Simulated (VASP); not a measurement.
# SrO (Fm-3m) in VASP: band structure with PBE

Aim: the band structure of SrO with PBE.

Program: VASP 6.6.1. These are calculated values, not measurements. Logs are shortened: lines on timing, memory, paths and dates and some standing lists are left out, and cuts for length are marked.

## (1) The crystal as given

The structure is cubic, space group Fm-3m (No. 225). The conventional cell has a = 5.133 Å, b = 5.133 Å, c = 5.133 Å, α = 90.00°, β = 90.00°, γ = 90.00°. Around Sr (site symmetry m-3m) lie 6 O at 2.57 Å. Around O (site symmetry m-3m) lie 6 Sr at 2.57 Å.

## (2) Band structure, PBE, non-collinear spin, zero start, spin-orbit coupling

Input file POSCAR:

```
SrO
1.0
    0.0000000000      2.5663000000      2.5663000000
    2.5663000000      0.0000000000      2.5663000000
    2.5663000000      2.5663000000      0.0000000000
Sr O
1 1
Direct
    0.5000000000      0.5000000000      0.5000000000
    0.0000000000      0.0000000000      0.0000000000
```

Input file INCAR.step1:

```
PREC = Accurate
ENCUT = 520
EDIFF = 1E-6
ISMEAR = 0
SIGMA = 0.02
LREAL = F
LASPH = T
NELM = 80
ALGO = Normal
ISIF = 2
LWAVE = F
LCHARG = T
MAGMOM = 0 0 0 0 0 0
LORBIT = 11
LSORBIT = T
GGA_COMPAT = F
GGA = PE
NBANDS = 28
```

Input file KPOINTS.step1:

```
Automatic mesh
0
Gamma
  10 10 10
```

Input file INCAR.step2:

```
PREC = Accurate
ENCUT = 520
EDIFF = 1E-6
ISMEAR = 0
SIGMA = 0.05
LREAL = F
LASPH = T
NELM = 80
ALGO = Normal
ISIF = 2
LWAVE = F
LCHARG = F
MAGMOM = 0 0 0 0 0 0
LORBIT = 11
LSORBIT = T
GGA_COMPAT = F
GGA = PE
NBANDS = 28
ICHARG = 11
```

Input file KPOINTS.step2:

```
path GXWKGLUWLK,UX
20
line-mode
reciprocal
 0.0000000000  0.0000000000  0.0000000000  G
 0.5000000000  0.0000000000  0.5000000000  X

 0.5000000000  0.0000000000  0.5000000000  X
 0.5000000000  0.2500000000  0.7500000000  W

 0.5000000000  0.2500000000  0.7500000000  W
 0.3750000000  0.3750000000  0.7500000000  K

 0.3750000000  0.3750000000  0.7500000000  K
 0.0000000000  0.0000000000  0.0000000000  G

 0.0000000000  0.0000000000  0.0000000000  G
 0.5000000000  0.5000000000  0.5000000000  L

 0.5000000000  0.5000000000  0.5000000000  L
 0.6250000000  0.2500000000  0.6250000000  U

 0.6250000000  0.2500000000  0.6250000000  U
 0.5000000000  0.2500000000  0.7500000000  W

 0.5000000000  0.2500000000  0.7500000000  W
 0.5000000000  0.5000000000  0.5000000000  L

 0.5000000000  0.5000000000  0.5000000000  L
 0.3750000000  0.3750000000  0.7500000000  K

 0.6250000000  0.2500000000  0.6250000000  U
 0.5000000000  0.0000000000  0.5000000000  X
```

Potentials or basis: VASP PAW PBE potentials, release 64 (Sr_sv, O).

The run is started by

```console
$ cat potpaw_PBE.64/Sr_sv/POTCAR potpaw_PBE.64/O/POTCAR > POTCAR
$ cp INCAR.step1 INCAR
$ cp KPOINTS.step1 KPOINTS
$ mpirun -np 1 vasp_ncl > vasp.out
$ cp INCAR.step2 INCAR
$ cp KPOINTS.step2 KPOINTS
$ mpirun -np 1 vasp_ncl > vasp.out
```

OUTCAR:

```text
PREC = Accurate
   ENCUT = 520
   EDIFF = 1E-6
   ISMEAR = 0
   LREAL = F
   LASPH = T
   NELM = 80
   ISIF = 2
   LORBIT = 11
   LSORBIT = T
   GGA = PE
   ICHARG = 11

 ion  position               nearest neighbor table
   1  0.500  0.500  0.500-   2 2.57   2 2.57   2 2.57   2 2.57   2 2.57   2 2.57
   2  0.000  0.000  0.000-   1 2.57   1 2.57   1 2.57   1 2.57   1 2.57   1 2.57

  LATTYP: Found a face centered cubic cell.
 ALAT       =     5.1326000000

  Lattice vectors:

 A1 = (   0.0000000000,   2.5663000000,   2.5663000000)
 A2 = (   2.5663000000,   0.0000000000,   2.5663000000)
 A3 = (   2.5663000000,   2.5663000000,   0.0000000000)

Analysis of symmetry for initial positions (statically):
=====================================================================
 Subroutine PRICEL returns:
 Original cell was already a primitive cell.

 Routine SETGRP: Setting up the symmetry group for a
 face centered cubic supercell.

 Subroutine GETGRP returns: Found 48 space group operations
 (whereof 48 operations were pure point group operations)
 out of a pool of 48 trial point group operations.

The static configuration has the point symmetry O_h .

Analysis of symmetry for dynamics (positions and initial velocities):
=====================================================================
 Subroutine PRICEL returns:
 Original cell was already a primitive cell.

 Routine SETGRP: Setting up the symmetry group for a
 face centered cubic supercell.

 Subroutine GETGRP returns: Found 48 space group operations
 (whereof 48 operations were pure point group operations)
 out of a pool of 48 trial point group operations.

The dynamic configuration has the point symmetry O_h .

Analysis of structural, dynamic, and magnetic symmetry:
=====================================================================
 Subroutine PRICEL returns:
 Original cell was already a primitive cell.

 Routine SETGRP: Setting up the symmetry group for a
 face centered cubic supercell.

 Subroutine GETGRP returns: Found 48 space group operations
 (whereof 48 operations were pure point group operations)
 out of a pool of 48 trial point group operations.

The overall configuration has the point symmetry O_h .

 Subroutine INISYM returns: Found 48 space group operations
 (whereof 48 operations are pure point group operations),
 and found     1 'primitive' translations

----------------------------------------------------------------------------------------

                                     Primitive cell

  volume of cell :      33.8028

  direct lattice vectors                    reciprocal lattice vectors
     0.000000000  2.566300000  2.566300000    -0.194833028  0.194833028  0.194833028
     2.566300000  0.000000000  2.566300000     0.194833028 -0.194833028  0.194833028
     2.566300000  2.566300000  0.000000000     0.194833028  0.194833028 -0.194833028

  length of vectors
     3.629296265  3.629296265  3.629296265     0.337460704  0.337460704  0.337460704

  position of ions in fractional coordinates (direct lattice)
     0.500000000  0.500000000  0.500000000
     0.000000000  0.000000000  0.000000000

  ion indices of the primitive-cell ions
   primitive index   ion index
                 1           1
                 2           2

----------------------------------------------------------------------------------------

 KPOINTS: path GXWKGLUWLK,UX

Interpolating k-points between supplied coordinates.

 Line segments in fractional coordinates (reciprocal lattice):
    0.000000  0.000000  0.000000  ...  0.500000  0.000000  0.500000
    0.500000  0.000000  0.500000  ...  0.500000  0.250000  0.750000
[... 68 lines left out ...]
   NUPDOWN=      -1.0000    fix difference up-down
   EMIN   =  10.00;   EMAX   =-10.00  energy-range for DOS
   EFERMI =   0.00;   METHOD = LEGACY
   ISMEAR =     0;   SIGMA  =   0.05  broadening in eV -4-tet -1-fermi 0-gaus
   EFERMI_NEDOS =   21; number of points for ismear=-14 and -15
   IALGO  =     38    algorithm
   IMIX   =      4    mixing-type and parameters
     AMIX     =   0.40;   BMIX     =  1.00
     AMIX_MAG =   1.60;   BMIX_MAG =  1.00
  volume/ion in A,a.u.               =      16.90       114.06
  Fermi-wavevector in a.u.,A,eV,Ry     =   1.275843  2.410995 22.147245  1.627777
  Thomas-Fermi vector in A             =   2.408533
   LORBIT       =     11    0 simple, 1 ext, 2 COOP (PROOUT), +10 PAW based schemes
   GGA     = PE    functional components
   LHFCALC =     F    Hartree Fock is set to
   AEXX    =    0.0000 exact exchange contribution
   IVDW    =     0    specifies the selected vdW correction
   LEPSILON=     F    determine dielectric tensor
   LRPA    =     F    only Hartree local field effects (RPA)
 Gauss-broadening in eV      SIGMA  =   0.05
  energy-cutoff  :      520.00
  volume of cell :       33.80
 maximum number of plane-waves:      1882
 NGX is ok and might be reduce to    28

 number of electron      15.9999996 magnetization       0.0000000     -0.0000000     -0.0000000

 Free energy of the ion-electron system (eV)
  ---------------------------------------------------
  ext. energy  EPLUGINS =         0.00000000
  ---------------------------------------------------
  free energy    TOTEN  =       -11.68025553 eV

  energy without entropy =      -11.68025553  energy(sigma->0) =      -11.68025553

 E-fermi :   1.9632     XC(G=0): -10.0526

 val. band max:        1.7097802955   @ k =   0.0000   0.0000   0.0000
 cond. band min:       4.9511396234   @ k =   0.5000   0.0000   0.5000
 fundamental gap:      3.2413593279
 Fermi energy:         1.9631631982

 k-point     1 :       0.0000    0.0000    0.0000
  band No.  band energies     occupation
      1     -30.6764      1.00000
      2     -30.6764      1.00000
      3     -13.4087      1.00000
      4     -13.4087      1.00000
      5     -13.0889      1.00000
      6     -13.0889      1.00000
[... 733 lines left out ...]
     27      13.2493      0.00000
     28      13.2494      0.00000

 [... further k-points ...]

------------------------ aborting loop because EDIFF is reached ----------------------------------------

  FORCE on cell =-STRESS in cart. coord.  units (eV):
  Direction    XX          YY          ZZ          XY          YZ          ZX
  --------------------------------------------------------------------------------------
  -------------------------------------------------------------------------------------
  Total        3.1784161      3.1784161      3.1784161      0.0000000      0.0000000      0.0000000
  in kB      150.6499750    150.6499750    150.6499750      0.0000000      0.0000000      0.0000000
  external PRESSURE =     150.6499750 kB  Pullay stress =       0.0000000 kB

 VOLUME and BASIS-vectors are now :
 -----------------------------------------------------------------------------
  energy-cutoff  :      520.00
  volume of cell :       33.80
      direct lattice vectors                 reciprocal lattice vectors
     0.000000000  2.566300000  2.566300000    -0.194833028  0.194833028  0.194833028
     2.566300000  0.000000000  2.566300000     0.194833028 -0.194833028  0.194833028
     2.566300000  2.566300000  0.000000000     0.194833028  0.194833028 -0.194833028

 POSITION                                       TOTAL-FORCE (eV/Angst)
 -----------------------------------------------------------------------------------
      2.56630      2.56630      2.56630        -0.000000      0.000000      0.000000
      0.00000      0.00000      0.00000         0.000000     -0.000000     -0.000000
 -----------------------------------------------------------------------------------
    total drift:                                0.000000      0.000000      0.000000

  FREE ENERGIE OF THE ION-ELECTRON SYSTEM (eV)
  ---------------------------------------------------
  free  energy   TOTEN  =       -11.6802555312 eV

  energy  without entropy=      -11.6802555312  energy(sigma->0) =      -11.68025553

 Spin-Orbit-Coupling matrix elements

 Ion:    1  E_soc:     -0.1757900
 l=   1
     0.0000000    -0.0292763    -0.0292763
    -0.0292763     0.0000000    -0.0292763
    -0.0292763    -0.0292763     0.0000000
 l=   2
     0.0000000    -0.0000012     0.0000000    -0.0000012    -0.0000209
    -0.0000012     0.0000000    -0.0000157    -0.0000012    -0.0000052
     0.0000000    -0.0000157     0.0000000    -0.0000157     0.0000000
    -0.0000012    -0.0000012    -0.0000157     0.0000000    -0.0000052
    -0.0000209    -0.0000052     0.0000000    -0.0000052     0.0000000
 l=   3
     0.0000000     0.0000000     0.0000000     0.0000000     0.0000000     0.0000000     0.0000000
     0.0000000     0.0000000     0.0000000     0.0000000     0.0000000     0.0000000     0.0000000
     0.0000000     0.0000000     0.0000000     0.0000000     0.0000000     0.0000000     0.0000000
     0.0000000     0.0000000     0.0000000     0.0000000     0.0000000     0.0000000     0.0000000
     0.0000000     0.0000000     0.0000000     0.0000000     0.0000000     0.0000000     0.0000000
     0.0000000     0.0000000     0.0000000     0.0000000     0.0000000     0.0000000     0.0000000
     0.0000000     0.0000000     0.0000000     0.0000000     0.0000000     0.0000000     0.0000000

 Ion:    2  E_soc:     -0.0003371
 l=   1
     0.0000000    -0.0000562    -0.0000562
    -0.0000562     0.0000000    -0.0000562
    -0.0000562    -0.0000562     0.0000000
 l=   2
     0.0000000     0.0000000     0.0000000     0.0000000     0.0000000
     0.0000000     0.0000000     0.0000000     0.0000000     0.0000000
     0.0000000     0.0000000     0.0000000     0.0000000     0.0000000
     0.0000000     0.0000000     0.0000000     0.0000000     0.0000000
     0.0000000     0.0000000     0.0000000     0.0000000     0.0000000
 l=   3
     0.0000000     0.0000000     0.0000000     0.0000000     0.0000000     0.0000000     0.0000000
     0.0000000     0.0000000     0.0000000     0.0000000     0.0000000     0.0000000     0.0000000
     0.0000000     0.0000000     0.0000000     0.0000000     0.0000000     0.0000000     0.0000000
     0.0000000     0.0000000     0.0000000     0.0000000     0.0000000     0.0000000     0.0000000
     0.0000000     0.0000000     0.0000000     0.0000000     0.0000000     0.0000000     0.0000000
     0.0000000     0.0000000     0.0000000     0.0000000     0.0000000     0.0000000     0.0000000
     0.0000000     0.0000000     0.0000000     0.0000000     0.0000000     0.0000000     0.0000000

 total charge

# of ion       s       p       d       tot
------------------------------------------
    1        2.006   5.859   0.221   8.085
    2        1.547   3.492   0.000   5.039
--------------------------------------------------
tot          3.552   9.351   0.221  13.124

 magnetization (x)

# of ion       s       p       d       tot
------------------------------------------
    1       -0.000   0.000   0.000  -0.000
    2       -0.000   0.000   0.000  -0.000
--------------------------------------------------
tot         -0.000   0.000   0.000  -0.000

 magnetization (y)

# of ion       s       p       d       tot
------------------------------------------
    1        0.000   0.000   0.000   0.000
    2       -0.000  -0.000   0.000  -0.000
--------------------------------------------------
tot         -0.000  -0.000   0.000  -0.000

 magnetization (z)

# of ion       s       p       d       tot
------------------------------------------
    1        0.000   0.000   0.000   0.000
    2        0.000   0.000   0.000   0.000
--------------------------------------------------
tot          0.000   0.000   0.000   0.000
```

Wall time 4.6 min (1 thread of Intel Xeon Platinum 8259CL at 2.50GHz (Skylake/Cascade Lake), shared host); peak memory 0.43 GiB.

Results:

- Net moment: 0.00 μB per cell

Moments on the atoms (μB; x, y, z):
```
Sr  0.00 0.00 0.00
O   0.00 0.00 0.00
```

Caveat: the log is that of the step along the path at fixed density, whose energy, stress, charges and moments have no meaning.
